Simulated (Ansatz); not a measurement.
**SnO2 (2H monolayer type, one sheet): independent-particle optics**

How does SnO2 (2H monolayer type, one sheet) absorb light if electrons and holes don't interact? The runs, in order: HSE06 for the gap; optics with PBE on 9×9×1; optics with r2SCAN on 9×9×1; optics with PBE and scissors to the HSE06 gap on 9×9×1; optics with PBE with spin-orbit coupling on 6×6×1.

Computed with Ansatz 0.2.0 (plane waves, PAW; no local fields, no excitons, unless a step's input says otherwise).

## 1. The structure to begin with

Symmetry: P-6m2, No. 187, hexagonal system. Conventional cell: a = 3.062 Å, b = 3.062 Å, c = 28.886 Å, α = 90.00°, β = 90.00°, γ = 120.00°. Around Sn (site symmetry -6m2) lie 6 O at 2.14 Å. O (site symmetry 3m) has 3 Sn at 2.14 Å as nearest neighbours.

As a file:

```xyz
3
Lattice="3.0621 0.0000 0.0000 -1.5310 2.6519 0.0000 0.0000 0.0000 28.8864" Properties=species:S:1:pos:R:3 pbc="T T T"
Sn    0.0000    1.7679    9.0000
O     1.5310    0.8840   10.2075
O     1.5310    0.8840    7.7925
```

The cell was relaxed beforehand with r2SCAN; those runs aren't shown. The cell holds one sheet and vacuum, and is periodic in the plane alone; ε, where given, is a mean over the whole height of the cell, so ε₂ and ε₁ − 1 scale inversely with that height and aren't the sheet's own values. Spin-orbit coupling, which matters for Sn, is in the runs so named alone.

## 2. HSE06 levels at special points

Contents of input.yaml:

```yaml
crystal:
  lattice:
    - [3.062098335, 0.0, 0.0]
    - [-1.5310491675, 2.651854947, 0.0]
    - [0.0, 0.0, 28.8864204808]
  atoms:
    - { symbol: Sn, position: [0.3333333333, 0.6666666667, 0.3115650832] }
    - { symbol: O, position: [0.6666666667, 0.3333333333, 0.3533667906] }
    - { symbol: O, position: [0.6666666667, 0.3333333333, 0.2697633758] }
  periodic: [true, true, false]
kpoints:
  mp_grid: { grid: [6, 6, 1] }
  band_path:
    path: [[0.0, 0.0, 0.0], [0.5, 0.0, 0.0], [0.3333333333, 0.3333333333, 0.0]]
    npoints: 1
hamiltonian:
  xc: hse06
scf:
  occupations: { method: fixed }
  n_extra_bands: 4
output:
  forces: true
  stress: true
  eigenvalues: true
  write_density: true
  write_potential: true
  elf: true
  volumetric_format: npy
```

On the command line:

```
$ ansatz run input.yaml --threads 4 --pin off --max-ram 5529MiB --backend cpu --events-out ev --progress --plain --runs-dir out
```

The runs that follow: Optics, PBE; Optics, r2SCAN; Optics, PBE with a scissors shift; Optics, PBE with spin-orbit coupling.

Before running them: what should the planned runs give, taken together? Wanted: ε∞, PBE; ε∞, r2SCAN; ε∞, PBE with spin-orbit coupling; tallest peak of ε₂, PBE; tallest peak of ε₂, r2SCAN; tallest peak of ε₂, PBE with spin-orbit coupling; HSE06 direct gap.

**Answer**, as computed:

```
                                        quantity                     value
                                         ε∞, PBE  1.81 (xx, yy), 1.69 (zz)
                                      ε∞, r2SCAN  1.70 (xx, yy), 1.59 (zz)
                      ε∞, PBE + 1.33 eV scissors  1.66 (xx, yy), 1.56 (zz)
                ε∞, PBE with spin-orbit coupling  1.75 (xx, yy), 1.59 (zz)
                         tallest peak of ε₂, PBE            1.3 at 6.85 eV
                      tallest peak of ε₂, r2SCAN            1.1 at 8.95 eV
      tallest peak of ε₂, PBE + 1.33 eV scissors            1.3 at 8.20 eV
tallest peak of ε₂, PBE with spin-orbit coupling            1.3 at 6.85 eV
                                HSE06 direct gap                   2.72 eV
```

In words: From PBE to PBE + 1.33 eV scissors the direct gap grows from 1.39 to 2.72 eV, and ε∞ goes from 1.81 to 1.66 (in the plane): a wider gap screens less. Spin-orbit coupling moves the direct gap by +0.00 eV; ε∞ doesn't compare between these two runs, as the bands summed differ. The meshes differ between the runs, and peak heights and places move with the mesh, so part of any difference isn't the level's. A sheet's ε refers to the whole height of the cell: in the plane ε − 1 falls as one over that height. Local fields and excitons are left out: both change ε∞, and without excitons the onset lacks its lines.
